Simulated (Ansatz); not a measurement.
Here is an Ansatz 0.2.0 calculation.

File input.yaml:

```yaml
crystal:
  lattice:
    - [1.58, 0.9122134253, 6.15]
    - [-1.58, 0.9122134253, 6.15]
    - [0.0, -1.8244268506, 6.15]
  atoms:
    - { symbol: Mo, position: [0.0, 0.0, 0.0] }
    - { symbol: S, position: [0.417, 0.417, 0.417] }
    - { symbol: S, position: [0.25, 0.25, 0.25] }
hamiltonian:
  xc: pbesol
  pseudopotentials: { kind: paw }
kpoints:
  mp_grid: { grid: [10, 10, 10] }
  band_path:
    path:
      - [[0.0, 0.0, 0.0], [0.5, 0.0, 0.0], [0.5, 0.181334009, -0.181334009]]
      - [[0.818665991, 0.5, 0.181334009], [0.5, 0.5, 0.5], [0.0, 0.0, 0.0], [0.3406670045, 0.0, -0.3406670045]]
      - [[0.6593329955, 0.3406670045, 0.0], [0.5, 0.5, 0.0], [0.6593329955, 0.6593329955, 0.181334009], [0.5, 0.5, 0.5]]
      - [[0.5, 0.0, 0.0], [0.818665991, 0.3406670045, 0.3406670045]]
    npoints: 14
scf:
  occupations: { method: fermi_dirac, width: 0.05 }
  n_extra_bands: 7
output:
  forces: true
  stress: true
  eigenvalues: true
  fatbands: false
```

Potentials or basis: Ansatz PAW.

Command:

```console
$ ansatz run input.yaml --threads 2 --pin off --max-ram 5632MiB --backend cpu --events-out ev --progress --plain --runs-dir out
```

Task: What does it give for the band gap along the path?

Result: 0.89 eV, indirect (least direct gap 1.71 eV).

Task: Predict the largest force.

Result: 0.259 eV/Å.

Task: What does it give for the pressure?

Result: 0.3 GPa.

Stress tensor (GPa, compression positive):
```
-0.65  0.00  0.00
 0.00 -0.65  0.00
 0.00  0.00  2.32
```

Caveat: the PAW data sets come from PBE, with cores solved anew for the run's functional, which leaves a small shift of forces and pressure. PBEsol gaps usually lie below the measured ones, often by a third to a half.
